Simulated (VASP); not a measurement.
LiF in VASP 6.6.1, single-point calculation

INCAR

```
ENCUT = 520
EDIFF = 1E-7
IBRION = -1
ISPIN = 2
ISIF = 2
LWAVE = .FALSE.
SIGMA = 0.02
NELM = 88
PREC = Accurate
GGA = PS
NSW = 0
ISMEAR = -1
LASPH = .TRUE.
LCHARG = .FALSE.
ADDGRID = .TRUE.
NBANDS = 12
LREAL = .FALSE.
MAGMOM = -1 -1
```

KPOINTS

```
KPOINTS created by Atomic Simulation Environment
0
Gamma
10 10 10
0 0 0
```

POSCAR

```
Li F
 1.0000000000000000
     0.0000000000000000    1.9948717392999999    2.0148204566999999
     1.9948717392999999    0.0000000000000000    2.0148204566999999
     1.9948717392999999    1.9948717392999999    0.0000000000000000
 Li  F
   1   1
Cartesian
  0.0000000000000000  0.0000000000000000  0.0000000000000000
  1.9948717392999997  1.9948717392999997  2.0148204566999994
```

The recommended PBE PAW datasets give the neutral cell 10 valence electrons.

Command

```
mpirun -np 1 vasp_std
```

Predict the outcome of this run.

It converged. Results: pressure 0.0 GPa; magnetic moment of the cell 0.00 μB.

OSZICAR

```
N       E                     dE             d eps       ncg     rms          rms(c)
DAV:   1     0.317564399990E+02    0.31756E+02   -0.53718E+03  5128   0.846E+02
DAV:   2    -0.792659522660E+01   -0.39683E+02   -0.38895E+02  5928   0.186E+02
DAV:   3    -0.893491527230E+01   -0.10083E+01   -0.10058E+01  6456   0.257E+01
DAV:   4    -0.894437222024E+01   -0.94569E-02   -0.94565E-02  5636   0.274E+00
DAV:   5    -0.894447765220E+01   -0.10543E-03   -0.10543E-03  6360   0.215E-01    0.127E+01
DAV:   6    -0.958029421540E+01   -0.63582E+00   -0.24700E+00  5572   0.102E+01    0.548E+00
DAV:   7    -0.983386695652E+01   -0.25357E+00   -0.99637E-02  6728   0.238E+00    0.152E+00
DAV:   8    -0.984846293595E+01   -0.14596E-01   -0.12309E-02  5464   0.104E+00    0.574E-01
DAV:   9    -0.985018089105E+01   -0.17180E-02   -0.69383E-03  5496   0.926E-01    0.177E-01
DAV:  10    -0.985176252793E+01   -0.15816E-02   -0.69911E-04  5304   0.281E-01    0.452E-02
DAV:  11    -0.985180126908E+01   -0.38741E-04   -0.12840E-04  5860   0.105E-01    0.267E-02
DAV:  12    -0.985183035501E+01   -0.29086E-04   -0.20759E-05  5348   0.434E-02    0.703E-03
DAV:  13    -0.985183028378E+01    0.71227E-07   -0.38969E-06  6072   0.166E-02    0.115E-03
DAV:  14    -0.985183034678E+01   -0.62996E-07   -0.14817E-07  5352   0.385E-03
   1 F= -.98518303E+01 E0= -.98518303E+01  d E =-.151816E-15  mag=     0.0000
```

For comparison, a separate PBE run of the intended cell, on usual settings and not on those above, gives a gap of 9.25 eV on its mesh and a pressure of 3.2 GPa.
